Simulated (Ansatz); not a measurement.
**K7I8: nudged elastic band, vacancy jump**

Method: Ansatz 0.2.0, DFT PBE, scalar-relativistic, plane waves, PAW. Cutoff 420 eV, Γ-centred 4×4×4 k-points, Gaussian smearing of 0.05 eV. Spin–orbit coupling is left out, which matters for the heavy elements here. No spin polarisation.

5 inner image(s), climbing off, force tolerance 0.05 eV/Å, at most 60 iterations, fixed cell. The cell carries a charge of -1 e on a uniform background, with no finite-size correction, so the barrier is rough in so small a cell.

Time: 16 min on 4 threads of Intel(R) Xeon(R) Platinum 8488C (Sapphire Rapids) (shared host), peak memory 8.7 GiB.

Command:
```bash
ansatz run input.yaml --threads 4 --pin off --max-ram 9216MiB --backend cpu --events-out ev --progress --plain --runs-dir out
```

Input:
```yaml
crystal:
  lattice:
    - [-4.9712907652, -8.6067272299, 0.0]
    - [-4.9712907652, 8.6067272299, 0.0]
    - [4.9712907652, 0.0, -8.6793134975]
  atoms:
    - { symbol: K, position: [0.5, 0.0, 0.5] }
    - { symbol: K, position: [0.0, 0.5, 0.5] }
    - { symbol: K, position: [0.5, 0.5, 0.5] }
    - { symbol: K, position: [0.7649876297, 0.7675732354, 0.0325608651] }
    - { symbol: K, position: [0.2559159423, 0.7559159423, 0.0] }
    - { symbol: K, position: [0.7440840577, 0.2440840577, 0.0] }
    - { symbol: K, position: [0.2350123703, 0.2324267646, -0.0325608651] }
    - { symbol: I, position: [0.2959287413, 0.9506881931, 0.7466169344] }
    - { symbol: I, position: [0.7801922, 0.9524862814, 0.7608683956] }
    - { symbol: I, position: [0.3083821142, 0.4806761956, 0.7608683956] }
    - { symbol: I, position: [0.7935253754, 0.4606436654, 0.7541690408] }
    - { symbol: I, position: [0.7040712587, 0.0493118069, 0.2533830656] }
    - { symbol: I, position: [0.2198078, 0.0475137186, 0.2391316044] }
    - { symbol: I, position: [0.6916178858, 0.5193238044, 0.2391316044] }
    - { symbol: I, position: [0.2064746246, 0.5393563346, 0.2458309592] }
total_charge: -1
basis:
  ecutwfc: 420
kpoints:
  mp_grid: { grid: [4, 4, 4] }
hamiltonian:
  xc: pbe
scf:
  occupations: { method: gaussian, width: 0.05 }
output:
  forces: true
neb:
  images: 5
  f_tol: 0.05
  max_iterations: 60
  order_check: false
  final_atoms:
    - { symbol: K, position: [0.5065527312, 0.0065527312, 0.5] }
    - { symbol: K, position: [-0.0065527312, 0.4934472688, 0.5] }
    - { symbol: K, position: [0.5166775579, 0.5142128069, 0.5308903648] }
    - { symbol: K, position: [0.9833224421, 0.9857871931, 0.4691096352] }
    - { symbol: K, position: [0.25, 0.75, 0.0] }
    - { symbol: K, position: [0.75, 0.25, 0.0] }
    - { symbol: K, position: [0.25, 0.25, 0.0] }
    - { symbol: I, position: [0.2886293876, 0.9563691463, 0.7449985339] }
    - { symbol: I, position: [0.7978261355, 0.9700884246, 0.7388887181] }
    - { symbol: I, position: [0.2688002935, 0.4410625826, 0.7388887181] }
    - { symbol: I, position: [0.7992306546, 0.4541283552, 0.7533590099] }
    - { symbol: I, position: [0.7007693454, 0.0458716448, 0.2466409901] }
    - { symbol: I, position: [0.2311997065, 0.0589374174, 0.2611112819] }
    - { symbol: I, position: [0.7021738645, 0.5299115754, 0.2611112819] }
    - { symbol: I, position: [0.2113706124, 0.5436308537, 0.2550014661] }
  climbing: false
```

Output (its end):
```
...
    - [-4.9712907652, 8.6067272299, 0.0]
    - [4.9712907652, 0.0, -8.6793134975]
  atoms:
    - { symbol: K, position: [0.5056567235443992, 0.004392042714405547, 0.5067779700878878] }
    - { symbol: K, position: [0.0023859653286535942, 0.5011213030202354, 0.5067780556139198] }
    - { symbol: K, position: [0.5125223141554511, 0.5142658348371936, 0.5267881003442922] }
    - { symbol: K, position: [0.876935039547377, 0.8738555017495309, 0.2507906196224151] }
    - { symbol: K, position: [0.248747323910754, 0.7474768740541453, -0.006780622791715862] }
    - { symbol: K, position: [0.7457425236698314, 0.24447205989702914, -0.006780610789027253] }
    - { symbol: K, position: [0.23551122099223634, 0.237155050771961, -0.027333692402784566] }
    - { symbol: I, position: [0.2918790331372457, 0.953215319056455, 0.7450942463489163] }
    - { symbol: I, position: [0.7877792865050746, 0.9622521519420255, 0.7499529437006824] }
    - { symbol: I, position: [0.2877008787467933, 0.46217366845269303, 0.7499529633625485] }
    - { symbol: I, position: [0.796718602724438, 0.4580489618302416, 0.7547676340501815] }
    - { symbol: I, position: [0.6882618363276555, 0.061652312971505224, 0.2499140751791556] }
    - { symbol: I, position: [0.25466139623271167, 0.06873078590853308, 0.24997288897516431] }
    - { symbol: I, position: [0.6812420626908039, 0.4953113811113006, 0.2499728397538957] }
    - { symbol: I, position: [0.2092557924865752, 0.5408767516827455, 0.25013258894446877] }
```

Self-consistency was reached.

Final band:

| image | s (Å) | ΔE (eV) |
| --- | --- | --- |
| 0 | 0.000 | 0.000 |
| 1 | 0.643 | 0.113 |
| 2 | 1.286 | 0.299 |
| 3 | 1.930 | 0.381 |
| 4 | 2.573 | 0.295 |
| 5 | 3.216 | 0.109 |
| 6 | 3.859 | 0.000 |

Highest image over the start 0.381 eV, over the end 0.382 eV. The order of the saddle wasn't checked, and a path that keeps a symmetry can read too high. Without a climbing image the barrier can read too low.

By iteration:

| iteration | largest band force component (eV/Å) | highest image (eV) |
| --- | --- | --- |
| 1 | 1.184 | 0.767 |
| 2 | 0.186 | 0.403 |
| 3 | 0.039 | 0.381 |

Images of the last band (Å, true forces in eV/Å):

```xyz
15
Lattice="-4.971 -8.607 0.000 -4.971 8.607 0.000 4.971 0.000 -8.679" Properties=species:S:1:pos:R:3:forces:R:3 pbc="T T T" image=0 dE_eV=0.0000
K     0.000   -4.303   -4.340    0.000    0.000    0.000
K     0.000    4.303   -4.340    0.000    0.000    0.000
K    -2.486    0.000   -4.340    0.000    0.000    0.000
K    -7.457    0.022   -0.283    0.000    0.010    0.016
K    -5.030    4.303    0.000   -0.012    0.000    0.000
K    -4.912   -4.303    0.000    0.012    0.000    0.000
K    -2.486   -0.022    0.283    0.000   -0.010   -0.016
I    -2.486    5.635   -6.480    0.000   -0.004    0.000
I    -4.831    1.483   -6.604    0.008    0.001   -0.003
I    -0.140    1.483   -6.604   -0.008    0.001   -0.003
I    -2.486   -2.865   -6.546    0.000    0.006   -0.008
I    -2.486   -5.635   -2.199    0.000    0.004    0.000
I    -0.140   -1.483   -2.075   -0.008   -0.001    0.003
I    -4.831   -1.483   -2.075    0.008   -0.001    0.003
I    -2.486    2.865   -2.134    0.000   -0.006    0.008
15
Lattice="-4.971 -8.607 0.000 -4.971 8.607 0.000 4.971 0.000 -8.679" Properties=species:S:1:pos:R:3:forces:R:3 pbc="T T T" image=1 dE_eV=0.1135
K     0.000   -4.324   -4.367    0.005   -0.002   -0.006
K     0.000    4.283   -4.367   -0.005   -0.002   -0.006
K    -2.486    0.017   -4.451    0.000   -0.004   -0.001
K    -7.457    0.007   -0.887    0.000    0.007    0.270
K    -5.017    4.308    0.048   -0.002    0.004   -0.013
K    -4.926   -4.299    0.048    0.002    0.004   -0.013
K    -2.486   -0.014    0.285    0.000   -0.003   -0.009
I    -2.486    5.661   -6.453    0.000   -0.006   -0.005
I    -4.856    1.484   -6.604    0.035   -0.009   -0.052
I    -0.116    1.484   -6.604   -0.035   -0.009   -0.052
I    -2.486   -2.878   -6.549    0.000    0.015   -0.046
I    -2.486   -5.497   -2.189    0.000   -0.024   -0.033
I    -0.260   -1.545   -2.123    0.031    0.015   -0.013
I    -4.712   -1.545   -2.123   -0.031    0.015   -0.013
I    -2.486    2.856   -2.124    0.000    0.001   -0.009
15
Lattice="-4.971 -8.607 0.000 -4.971 8.607 0.000 4.971 0.000 -8.679" Properties=species:S:1:pos:R:3:forces:R:3 pbc="T T T" image=2 dE_eV=0.2988
K    -0.006   -4.320   -4.385    0.010   -0.010   -0.024
K     0.006    4.287   -4.385   -0.010   -0.010   -0.024
K    -2.486    0.020   -4.519    0.000    0.004   -0.027
K    -7.457   -0.020   -1.522    0.000   -0.009    0.230
K    -5.000    4.301    0.060    0.002   -0.004    0.009
K    -4.942   -4.306    0.060   -0.002   -0.004    0.009
K    -2.486    0.001    0.266    0.000    0.001    0.015
I    -2.486    5.678   -6.458    0.000   -0.006    0.003
I    -4.917    1.495   -6.556    0.024    0.007   -0.038
I    -0.054    1.495   -6.556   -0.024    0.007   -0.038
I    -2.486   -2.896   -6.548    0.000    0.009   -0.045
I    -2.486   -5.416   -2.184    0.000   -0.001   -0.029
I    -0.338   -1.586   -2.155    0.014    0.006   -0.018
I    -4.633   -1.586   -2.155   -0.014    0.006   -0.018
I    -2.486    2.855   -2.144    0.000    0.005   -0.004
15
Lattice="-4.971 -8.607 0.000 -4.971 8.607 0.000 4.971 0.000 -8.679" Properties=species:S:1:pos:R:3:forces:R:3 pbc="T T T" image=3 dE_eV=0.3812
K    -0.016   -4.314   -4.398    0.008   -0.008   -0.019
K     0.016    4.292   -4.398   -0.008   -0.008   -0.019
K    -2.486    0.015   -4.572    0.000    0.002   -0.026
K    -7.457   -0.027   -2.177    0.000   -0.029   -0.003
K    -4.986    4.292    0.059    0.007   -0.008    0.019
K    -4.956   -4.314    0.059   -0.007   -0.008    0.019
K    -2.486    0.014    0.237    0.000    0.002    0.021
I    -2.486    5.692   -6.467    0.000    0.000    0.024
I    -4.972    1.502   -6.509    0.001    0.011    0.001
I     0.000    1.502   -6.509   -0.001    0.011    0.001
I    -2.486   -2.915   -6.551    0.000    0.001   -0.023
I    -2.486   -5.393   -2.169    0.000    0.039    0.000
I    -0.365   -1.600   -2.170   -0.009   -0.006    0.001
I    -4.606   -1.600   -2.170    0.009   -0.006    0.001
I    -2.486    2.854   -2.171    0.000    0.007    0.001
15
Lattice="-4.971 -8.607 0.000 -4.971 8.607 0.000 4.971 0.000 -8.679" Properties=species:S:1:pos:R:3:forces:R:3 pbc="T T T" image=4 dE_eV=0.2954
K    -0.031   -4.306   -4.399    0.003   -0.004   -0.009
K     0.031    4.301   -4.399   -0.003   -0.004   -0.009
K    -2.486    0.002   -4.599    0.000    0.001   -0.021
K    -7.457   -0.020   -2.831    0.000   -0.009   -0.233
K    -4.976    4.287    0.045    0.009   -0.010    0.025
K    -4.966   -4.320    0.045   -0.009   -0.010    0.025
K    -2.486    0.020    0.183    0.000    0.004    0.023
I    -2.486    5.712   -6.469    0.000    0.008    0.044
I    -5.026    1.495   -6.462   -0.022    0.006    0.041
I     0.055    1.495   -6.462    0.022    0.006    0.041
I    -2.486   -2.929   -6.560    0.000   -0.005   -0.003
I    -2.486   -5.417   -2.155    0.000   -0.002    0.029
I    -0.338   -1.586   -2.184    0.016    0.007    0.019
I    -4.634   -1.586   -2.184   -0.016    0.007    0.019
I    -2.486    2.855   -2.198    0.000    0.005    0.007
15
Lattice="-4.971 -8.607 0.000 -4.971 8.607 0.000 4.971 0.000 -8.679" Properties=species:S:1:pos:R:3:forces:R:3 pbc="T T T" image=5 dE_eV=0.1095
K    -0.047   -4.299   -4.387   -0.001    0.004    0.013
K     0.047    4.308   -4.387    0.001    0.004    0.013
K    -2.486   -0.013   -4.618    0.000   -0.003    0.003
K    -7.457    0.007   -3.465    0.000    0.007   -0.267
K    -4.970    4.283    0.027    0.005   -0.002    0.006
K    -4.972   -4.324    0.027   -0.005   -0.002    0.006
K    -2.486    0.016    0.112    0.000   -0.004   -0.002
I    -2.486    5.731   -6.468    0.000    0.014    0.045
I    -5.088    1.484   -6.414   -0.033   -0.010    0.053
I     0.117    1.484   -6.414    0.033   -0.010    0.053
I    -2.486   -2.945   -6.566    0.000   -0.005    0.005
I    -2.486   -5.500   -2.150    0.000   -0.025    0.033
I    -0.258   -1.544   -2.217    0.032    0.015    0.014
I    -4.713   -1.544   -2.217   -0.032    0.015    0.014
I    -2.486    2.855   -2.217    0.000    0.003    0.012
15
Lattice="-4.971 -8.607 0.000 -4.971 8.607 0.000 4.971 0.000 -8.679" Properties=species:S:1:pos:R:3:forces:R:3 pbc="T T T" image=6 dE_eV=-0.0005
K    -0.065   -4.303   -4.340   -0.006    0.000    0.000
K     0.065    4.303   -4.340    0.006    0.000    0.000
K    -2.486   -0.021   -4.608    0.000   -0.007    0.000
K    -7.457    0.021   -4.072    0.000    0.007    0.000
K    -4.971    4.303    0.000    0.000    0.000    0.000
K    -4.971   -4.303    0.000    0.000    0.000    0.000
K    -2.486    0.000    0.000    0.000    0.000    0.000
I    -2.486    5.747   -6.466    0.000   -0.002    0.000
I    -5.116    1.483   -6.413    0.000    0.002    0.000
I     0.144    1.483   -6.413    0.000    0.002    0.000
I    -2.486   -2.970   -6.539    0.000    0.000   -0.003
I    -2.486   -5.637   -2.141    0.000    0.000    0.003
I    -0.144   -1.483   -2.266    0.000   -0.002    0.000
I    -4.827   -1.483   -2.266    0.000   -0.002    0.000
I    -2.486    2.860   -2.213    0.000    0.002    0.000
```